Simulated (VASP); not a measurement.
# A VASP 6.6.1 single-point calculation on KBr

INCAR

```
LWAVE = .FALSE.
METAGGA = MS2
LCHARG = .FALSE.
NSW = 0
NELM = 120
SIGMA = 0.01
LASPH = .TRUE.
PREC = Accurate
NBANDS = 15
ALGO = Normal
IBRION = -1
ISMEAR = 0
ISIF = 2
EDIFF = 1E-7
ENCUT = 520
LREAL = .FALSE.
```

KPOINTS

```
KPOINTS created by Atomic Simulation Environment
0
Gamma
6 6 6
0 0 0
```

POSCAR

```
K  Br
 1.0000000000000000
     4.1194005042999997    0.0000000000000000    0.0000000000000000
     0.0000000000000000    3.9762553129999998    0.0000000000000000
     0.0000000000000000    0.0000000000000000    3.9762553129999998
 K   Br
   1   1
Cartesian
  0.0000000000000000  0.0000000000000000  0.0000000000000000
  2.0597002521499999  1.9881276564999999  1.9881276564999999
```

The recommended PBE PAW datasets give the neutral cell 16 valence electrons.

Command

```
mpirun -np 1 vasp_std
```

OSZICAR

```
N       E                     dE             d eps       ncg     rms          rms(c)
DAV:   1     0.777524987541E+02    0.77752E+02   -0.67182E+03  1200   0.903E+02
DAV:   2    -0.139250541092E+02   -0.91678E+02   -0.85638E+02  1587   0.227E+02
DAV:   3    -0.190526313399E+02   -0.51276E+01   -0.50616E+01  1838   0.463E+01
DAV:   4    -0.191767486452E+02   -0.12412E+00   -0.12402E+00  1320   0.738E+00
DAV:   5    -0.191797272552E+02   -0.29786E-02   -0.29780E-02  1694   0.999E-01    0.506E+00
DAV:   6    -0.126698741062E+02    0.65099E+01   -0.15808E+01  1466   0.238E+01    0.290E+00
DAV:   7    -0.123604057327E+02    0.30947E+00   -0.90340E-01  1522   0.912E+00    0.208E+00
DAV:   8    -0.123923991921E+02   -0.31993E-01   -0.65554E-02  1568   0.249E+00    0.132E+00
DAV:   9    -0.124513025139E+02   -0.58903E-01   -0.15969E-01  1724   0.376E+00    0.108E+00
DAV:  10    -0.124661118345E+02   -0.14809E-01   -0.15754E-02  1806   0.131E+00    0.588E-01
DAV:  11    -0.124701515749E+02   -0.40397E-02   -0.88632E-03  1870   0.106E+00    0.234E-01
DAV:  12    -0.124700878362E+02    0.63739E-04   -0.20010E-04  1944   0.101E-01    0.155E-01
DAV:  13    -0.124704324668E+02   -0.34463E-03   -0.13811E-03  1842   0.412E-01    0.428E-02
DAV:  14    -0.124704160445E+02    0.16422E-04   -0.50485E-05  2087   0.538E-02    0.266E-02
DAV:  15    -0.124704172065E+02   -0.11621E-05   -0.31654E-06  1494   0.215E-02    0.289E-02
DAV:  16    -0.124704187674E+02   -0.15608E-05   -0.35264E-07  1697   0.572E-03    0.243E-02
DAV:  17    -0.124704210470E+02   -0.22797E-05   -0.29057E-06  1606   0.190E-02    0.153E-02
DAV:  18    -0.124704212296E+02   -0.18251E-06   -0.29434E-07  1599   0.704E-03    0.120E-02
DAV:  19    -0.124704218023E+02   -0.57270E-06   -0.20793E-06  1615   0.162E-02    0.665E-03
DAV:  20    -0.124704217043E+02    0.97943E-07   -0.55772E-07  1912   0.919E-03
   1 F= -.12470422E+02 E0= -.12470422E+02  d E =-.767472E-59
```

Standard output (part)

```
POSCAR found type information on POSCAR K Br
 POSCAR found :  2 types and       2 ions
 LDA part: xc-table for (None), standard interpolation
 POSCAR, INCAR and KPOINTS ok, starting setup
 WAVECAR not read
 entering main loop
```

From OUTCAR

```
k-points           NKPTS =     40   k-points in BZ     NKDIM =     40   number of bands    NBANDS=     15

   NELECT =      16.0000    total number of electrons

   dimension x,y,z NGX =    32 NGY =   30 NGZ =   30
   dimension x,y,z NGXF=    64 NGYF=   60 NGZF=   60

  energy-cutoff  :      520.00
  volume of cell :       65.13
      direct lattice vectors                 reciprocal lattice vectors
     4.119400504  0.000000000  0.000000000     0.242753769  0.000000000  0.000000000
     0.000000000  3.976255313  0.000000000     0.000000000  0.251492905  0.000000000
     0.000000000  0.000000000  3.976255313     0.000000000  0.000000000  0.251492905

 k-points in reciprocal lattice and weights: KPOINTS created by Atomic Simulation Env
   0.00000000  0.00000000  0.00000000       0.005
   0.16666667  0.00000000  0.00000000       0.009
   0.33333333  0.00000000  0.00000000       0.009
   0.50000000  0.00000000  0.00000000       0.005
   0.00000000  0.16666667  0.00000000       0.019
   0.16666667  0.16666667  0.00000000       0.037
   0.33333333  0.16666667  0.00000000       0.037
   0.50000000  0.16666667  0.00000000       0.019
   ...

 E-fermi :  -0.8441

 k-point     1 :       0.0000    0.0000    0.0000
  band No.  band energies     occupation
      1     -30.9968      2.00000
      2     -14.1478      2.00000
      3     -13.3187      2.00000
      4     -13.3166      2.00000
      5     -13.3166      2.00000
      6      -1.4179      2.00000
      7      -1.2055      2.00000
      8      -1.2055      2.00000
      9       3.6440      0.00000
     10       5.3484      0.00000
     11       5.4966      0.00000
     12       9.6166      0.00000
     13       9.6166      0.00000
     14       9.8595      0.00000
     15      12.1453      0.00000

 k-point     2 :       0.1667    0.0000    0.0000
  band No.  band energies     occupation
      1     -30.9950      2.00000
      2     -14.1947      2.00000
      3     -13.3127      2.00000
      4     -13.3127      2.00000
      5     -13.2614      2.00000
      6      -1.8922      2.00000
      7      -1.2030      2.00000
      8      -1.2030      2.00000
      9       4.2677      0.00000
     10       5.7025      0.00000
     11       5.8515      0.00000
     12       9.5702      0.00000
     13       9.5702      0.00000
     14       9.9719      0.00000
     15      11.1046      0.00000

 k-point     3 :       0.3333    0.0000    0.0000
  band No.  band energies     occupation
      1     -30.9914      2.00000
      2     -14.2789      2.00000
      3     -13.3048      2.00000
      4     -13.3048      2.00000
      5     -13.1537      2.00000
      6      -2.6358      2.00000
      7      -1.1983      2.00000
      8      -1.1983      2.00000
      9       5.4585      0.00000
     10       6.2711      0.00000
     11       6.8984      0.00000
     12       9.4993      0.00000
     13       9.6203      0.00000
     14       9.6203      0.00000
     15      10.2304      0.00000

 ...

  Total       -0.5811707     -0.0387756     -0.0387756     -0.0000000      0.0000000     -0.0000000
  in kB      -14.2965662     -0.9538650     -0.9538650     -0.0000000      0.0000000     -0.0000000
  external PRESSURE =      -5.4014320 kB  Pullay stress =       0.0000000 kB

 POSITION                                       TOTAL-FORCE (eV/Angst)
 -----------------------------------------------------------------------------------
      0.00000      0.00000      0.00000         0.000000      0.000000      0.000000
      2.05970      1.98813      1.98813         0.000000      0.000000      0.000000
 -----------------------------------------------------------------------------------
    total drift:                                0.000000      0.000000     -0.000000

  FREE ENERGIE OF THE ION-ELECTRON SYSTEM (eV)
  ---------------------------------------------------
  free  energy   TOTEN  =       -12.4704217043 eV

  energy  without entropy=      -12.4704217043  energy(sigma->0) =      -12.47042170
```

It converged. Results: gap between bands v and c on the k mesh 4.60 eV; least direct gap on the k mesh 4.85 eV; pressure -0.5 GPa. Band v is the last that the valence electrons fill when counted band by band, and c is the next.

For comparison, a separate r²SCAN run of the intended cell, on usual settings and not on those above, gives a gap of 4.57 eV on its mesh and a pressure of -0.6 GPa.

The run above took about 58 s on one core of a shared host (Intel Xeon 6975P-C) and held 0.19 GiB at most.
